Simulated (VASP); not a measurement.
Write the native input for VASP 6.6.1 that does the following.

```
Task                   : relaxation of cell and atoms
Functional             : PBEsol
Potentials or basis    : VASP PAW PBE potentials, release 64 (Li_sv, F)
Cutoff                 : 600 eV
k mesh                 : 12 × 12 × 12
Occupations            : gaussian, width 0.03 eV
Spin                   : no spin polarisation
Further INCAR settings : ALGO = Normal; EDIFF = 1e-07; IBRION = 2; EDIFFG = -0.005; NSW = 90; ISIF = 3
```

The structure of LiF (Griceite) lies in POSCAR:

```
LiF                                     
1.0
    0.0000000000      1.9984797588      1.9984797588
    1.9984797588     -0.0000000000      1.9984797588
    1.9984797588      1.9984797588      0.0000000000
  Li              F             
     1     1
Direct
     0.0000000000000000    1.0000000000000000    0.0000000000000000
     0.5000000000000000    0.5000000000000000    0.5000000000000000
```

These files were run (other wordings do the same):

INCAR

```
PREC = Accurate
ENCUT = 600
EDIFF = 1E-7
ISMEAR = 0
SIGMA = 0.03
LREAL = F
LASPH = T
NELM = 80
ALGO = Normal
ISIF = 3
LWAVE = F
LCHARG = F
GGA = PS
IBRION = 2
NSW = 90
EDIFFG = -0.005
```

KPOINTS

```
Automatic mesh
0
Gamma
  12 12 12
```

Potentials or basis: VASP PAW PBE potentials, release 64 (Li_sv, F).

Run with:

```console
$ cat potpaw_PBE.64/Li_sv/POTCAR potpaw_PBE.64/F/POTCAR > POTCAR
$ mpirun -np 1 vasp_std > vasp.out
```

Results of the run:

```json
{"Pressure after relaxing": "0.1 GPa", "Band gap on the k mesh": "9.12 eV, direct"}
```

Caveat: the cutoff is under 1.25 times the usual one of these potentials, so pressure, stress and relaxed cells hold a basis-set (Pulay) error; the relaxation stopped at its first step, so nothing moved; the PAW data sets were made with another functional, which shifts forces and pressure a little.

It took 4.5 s on 1 thread of Intel(R) Xeon(R) 6975P-C (Granite Rapids), on a shared host, peak memory 0.14 GiB.
